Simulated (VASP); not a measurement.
# Ge (Fd-3m) in VASP: further runs

One crystal, Ge, is run at these levels: PBE+D3(BJ); tasks: relaxation of the atoms.

All numbers are computed with VASP 6.6.1; they aren't measurements. Logs are shortened: lines on timing, memory, paths and dates and some standing lists are left out, and cuts for length are marked.

**Measured values to compare with.**

“Electronic and optical properties of SixGe1-x-ySny alloys lattice-matched to Ge”, 2021, arxiv:2109.02782 reports, for a bulk crystal of Ge at 300 K: band gap 0.807 eV (direct).

The runs below are set against these values where they give the same quantity.

**1. The crystal as given**

The structure is cubic, space group Fd-3m (No. 227). The conventional cell has a = 5.698 Å, b = 5.698 Å, c = 5.698 Å, α = 90.00°, β = 90.00°, γ = 90.00°. Ge (site symmetry -43m) has 4 Ge at 2.47 Å as nearest neighbours.

**2. Relaxation of the atoms, PBE+D3(BJ) (a relaxed cell with its volume scaled by 0.98)**

The input, INCAR:

```
SYSTEM = Ge
  PREC = Accurate
  ENCUT = 600
  EDIFF = 1E-7
  ISMEAR = 0
  SIGMA = 0.03
  LREAL = .FALSE.
  LASPH = .TRUE.
  NELM = 80
  ALGO = Normal
  ISIF = 2
  LWAVE = .FALSE.
  LCHARG = .FALSE.
  GGA = PE
  IVDW = 12
  IBRION = 2
  NSW = 40
  EDIFFG = -0.01
```

The input, KPOINTS:

```
Automatic mesh
0
G
  10 10 10
  0 0 0
```

The input, POSCAR:

```
Ge                                      
1.0
   -0.0000000000      2.8300274067      2.8300274067
    2.8300274067     -0.0000000000      2.8300274067
    2.8300274067      2.8300274067     -0.0000000000
  Ge            
     2
Direct
     0.0000000000000000    0.0000000000000000    0.0000000000000000
     0.2500000000000000    0.2500000000000000    0.2500000000000000
```

Potentials or basis: VASP PAW PBE potentials, release 64 (Ge_d).

Started as:

```bash
$ cat potpaw_PBE.64/Ge_d/POTCAR > POTCAR
$ mpirun -np 1 vasp_std > vasp.out
```

OUTCAR:

```text
SYSTEM = Ge
   PREC = Accurate
   ENCUT = 600
   EDIFF = 1E-7
   ISMEAR = 0
   LREAL = .FALSE.
   LASPH = .TRUE.
   NELM = 80
   ISIF = 2
   GGA = PE
   IVDW = 12
   IBRION = 2
   NSW = 40
   EDIFFG = -0.01
 IVDW          = 12

 ion  position               nearest neighbor table
   1  0.000  0.000  0.000-   2 2.45   2 2.45   2 2.45   2 2.45
   2  0.250  0.250  0.250-   1 2.45   1 2.45   1 2.45   1 2.45

  LATTYP: Found a face centered cubic cell.
 ALAT       =     5.6600548134

  Lattice vectors:

 A1 = (   0.0000000000,   2.8300274067,   2.8300274067)
 A2 = (   2.8300274067,   0.0000000000,   2.8300274067)
 A3 = (   2.8300274067,   2.8300274067,   0.0000000000)

Analysis of symmetry for initial positions (statically):
=====================================================================
 Subroutine PRICEL returns:
 Original cell was already a primitive cell.

 Routine SETGRP: Setting up the symmetry group for a
 face centered cubic supercell.

 Subroutine GETGRP returns: Found 48 space group operations
 (whereof 24 operations were pure point group operations)
 out of a pool of 48 trial point group operations.

The static configuration has the point symmetry T_d .
 The point group associated with its full space group is O_h .

Analysis of symmetry for dynamics (positions and initial velocities):
=====================================================================
 Subroutine PRICEL returns:
 Original cell was already a primitive cell.

 Routine SETGRP: Setting up the symmetry group for a
 face centered cubic supercell.

 Subroutine GETGRP returns: Found 48 space group operations
 (whereof 24 operations were pure point group operations)
 out of a pool of 48 trial point group operations.

The dynamic configuration has the point symmetry T_d .
 The point group associated with its full space group is O_h .

 Subroutine INISYM returns: Found 48 space group operations
 (whereof 24 operations are pure point group operations),
 and found     1 'primitive' translations

----------------------------------------------------------------------------------------

                                     Primitive cell

  volume of cell :      45.3317

  direct lattice vectors                    reciprocal lattice vectors
[... 84 lines left out ...]
   LASPH  =      T    aspherical Exc in radial PAW
   ENCUT  =  600.0 eV  44.10 Ry    6.64 a.u.   7.99  7.99  7.99*2*pi/ulx,y,z
   NELM   =     80;   NELMIN=  2; NELMDL= -5     # of ELM steps
   EDIFF  = 0.1E-06   stopping-criterion for ELM
   LREAL  =      F    real-space projection
   EDIFFG = -.1E-01   stopping-criterion for IOM
   NSW    =     40    number of steps for IOM
   IBRION =      2    ionic relax: 0-MD 1-quasi-New 2-CG
   NFREE  =      1    steps in history (QN), initial steepest desc. (CG)
   ISIF   =      2    stress and relaxation
   ISYM   =      2    0-nonsym 1-usesym 2-fastsym
   POTIM  = 0.5000    time-step for ionic-motion
   TEBEG  =    0.0;   TEEND  =   0.0 temperature during run
   PSTRESS=    0.0 pullay stress
   NELECT =      28.0000    total number of electrons
   NUPDOWN=      -1.0000    fix difference up-down
   EMIN   =  10.00;   EMAX   =-10.00  energy-range for DOS
   EFERMI =   0.00;   METHOD = LEGACY
   ISMEAR =     0;   SIGMA  =   0.03  broadening in eV -4-tet -1-fermi 0-gaus
   EFERMI_NEDOS =   21; number of points for ismear=-14 and -15
   IALGO  =     38    algorithm
   IMIX   =      4    mixing-type and parameters
     AMIX     =   0.40;   BMIX     =  1.00
     AMIX_MAG =   1.60;   BMIX_MAG =  1.00
  volume/ion in A,a.u.               =      22.67       152.96
  Fermi-wavevector in a.u.,A,eV,Ry     =   1.394206  2.634667 26.447136  1.943810
  Thomas-Fermi vector in A             =   2.517777
   LORBIT       =      0    0 simple, 1 ext, 2 COOP (PROOUT), +10 PAW based schemes
   GGA     = PE    functional components
   LHFCALC =     F    Hartree Fock is set to
   AEXX    =    0.0000 exact exchange contribution
   IVDW    =    12    specifies the selected vdW correction
   LEPSILON=     F    determine dielectric tensor
   LRPA    =     F    only Hartree local field effects (RPA)
 conjugate gradient relaxation of ions
 non-spin polarized calculation
 Gauss-broadening in eV      SIGMA  =   0.03
  energy-cutoff  :      600.00
  volume of cell :       45.33
 maximum number of plane-waves:      1524
   NGX = 15   NGY = 15   NGZ = 15

 number of electron      28.0000014 magnetization

 Free energy of the ion-electron system (eV)
  ---------------------------------------------------
  ext. energy  EPLUGINS =         0.00000000
  ---------------------------------------------------
  free energy    TOTEN  =        -9.00797417 eV

  energy without entropy =       -9.00792715  energy(sigma->0) =       -9.00795066

 E-fermi :   5.0028     XC(G=0):  -9.9187

 val. band max:        4.9811639175   @ k =   0.0000   0.0000   0.0000
 cond. band min:       5.0048553363   @ k =   0.0000   0.0000   0.0000
 fundamental gap:      0.0236914187
 Fermi energy:         5.0028028723

 k-point     1 :       0.0000    0.0000    0.0000
  band No.  band energies     occupation
      1     -19.8321      2.00000
      2     -19.8321      2.00000
      3     -19.8321      2.00000
      4     -19.7960      2.00000
      5     -19.7960      2.00000
      6     -19.5861      2.00000
[... 481 lines left out ...]
      5     -19.7130      2.00000
      6     -19.6894      2.00000
[... 10 lines left out ...]
     17      11.6678      0.00000
     18      12.2097      0.00000

 [... further k-points ...]

------------------------ aborting loop because EDIFF is reached ----------------------------------------

 Edisp (eV)   -0.59350

 E8    (eV) :    -0.2660

  FORCE on cell =-STRESS in cart. coord.  units (eV):
  Direction    XX          YY          ZZ          XY          YZ          ZX
  --------------------------------------------------------------------------------------
  -------------------------------------------------------------------------------------
  Total       0.37062     0.37062     0.37062     0.00000     0.00000     0.00000
  in kB      13.09887    13.09887    13.09887     0.00000     0.00000     0.00000
  external pressure =       13.10 kB  Pullay stress =        0.00 kB

 VOLUME and BASIS-vectors are now :
 -----------------------------------------------------------------------------
  energy-cutoff  :      600.00
  volume of cell :       45.33
      direct lattice vectors                 reciprocal lattice vectors
     0.000000000  2.830027407  2.830027407    -0.176676734  0.176676734  0.176676734
     2.830027407  0.000000000  2.830027407     0.176676734 -0.176676734  0.176676734
     2.830027407  2.830027407  0.000000000     0.176676734  0.176676734 -0.176676734

 POSITION                                       TOTAL-FORCE (eV/Angst)
 -----------------------------------------------------------------------------------
      0.00000      0.00000      0.00000         0.000000     -0.000000      0.000000
      1.41501      1.41501      1.41501        -0.000000      0.000000     -0.000000
 -----------------------------------------------------------------------------------
    total drift:                               -0.000000      0.000000      0.000000

  FREE ENERGIE OF THE ION-ELECTRON SYSTEM (eV)
  ---------------------------------------------------
  free  energy   TOTEN  =        -9.6014764352 eV

  energy  without entropy=       -9.6014294123  energy(sigma->0) =       -9.60145292

 reached required accuracy - stopping structural energy minimisation
```

CONTCAR:

```text
Ge
   1.00000000000000
     0.0000000000000000    2.8300274067000002    2.8300274067000002
     2.8300274067000002    0.0000000000000000    2.8300274067000002
     2.8300274067000002    2.8300274067000002    0.0000000000000000
  Ge
     2
Direct
     0.0000000000000000    0.0000000000000000    0.0000000000000000
     0.2500000000000000    0.2500000000000000    0.2500000000000000

  0.00000000E+00  0.00000000E+00  0.00000000E+00
  0.00000000E+00  0.00000000E+00  0.00000000E+00
```

Wall time 38 s (1 thread of AMD EPYC 7R13 (Zen 3), shared host); peak memory 0.17 GiB.

Results:

* Free energy: -9.6015 eV
* Pressure after relaxing: 1.3 GPa
* Band gap on the k mesh: 0.02 eV, direct
* Dispersion energy per atom: -0.297 eV

Final structure:
```
Ge
1.0
     0.00000    2.83003    2.83003
     2.83003    0.00000    2.83003
     2.83003    2.83003    0.00000
Ge
2
Direct
  0.00000 0.00000 0.00000
  0.25000 0.25000 0.25000
```

Levels at points of the mesh, in eV from the valence-band top:
```
           k point  band 12  band 13  band 14  band 15  band 16  band 17
(0.00, 0.00, 0.00)     0.00     0.00     0.00     0.02     2.55     2.55
(0.50, 0.00, 0.00)    -7.59    -1.40    -1.40     0.18     3.75     3.75
(0.50, 0.50, 0.00)    -8.88    -3.07    -3.07     0.76     0.76     9.51
```

Caveat: the relaxation stopped at its first step, so nothing moved. A k mesh can miss the band edges.

[end of part 1 of 2]
